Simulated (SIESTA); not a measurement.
Crystal: Zr.

```
Zr
1.0
     3.23200    0.00000    0.00000
    -1.61600    2.79899    0.00000
     0.00000    0.00000    5.14700
Zr
2
Direct
  0.66667 0.33333 0.75000
  0.33333 0.66667 0.25000
```

Base run:

- Program: SIESTA 5.4.2
- Functional: PBE
- Potentials or basis: PseudoDojo 0.4 standard (PBE files)
- Basis: DZP (energy shift 0.003 Ry; two zetas on semicore shells)
- Grid cutoff: 800 Ry
- Energy shift: 0.003 Ry
- k mesh: 9 × 9 × 5
- Occupations: fermi-dirac, width 0.05 eV
- Spin: no spin polarisation

Its results: band gap on the k mesh none (metal or under the smearing width); pressure 1.2 GPa.

Q: After a change of settings the same cell gave: band gap on the k mesh none (metal or under the smearing width); pressure -2.5 GPa. Which change was it?
A. functional from PBE to LDA; potentials or basis from PseudoDojo 0.4 standard (PBE files) to PseudoDojo 0.4 standard (LDA files)
B. basis from DZP (energy shift 0.003 Ry; two zetas on semicore shells) to DZP (energy shift 0.002 Ry); energy shift from 0.003 Ry to 0.002 Ry
C. functional from PBE to PBEsol; potentials or basis from PseudoDojo 0.4 standard (PBE files) to PseudoDojo 0.4 standard (PBEsol files)

A: C.

Caveats: the basis of atomic orbitals isn't converged, which shifts pressures, moduli and gaps.

Not every run made on this cell is shown here.
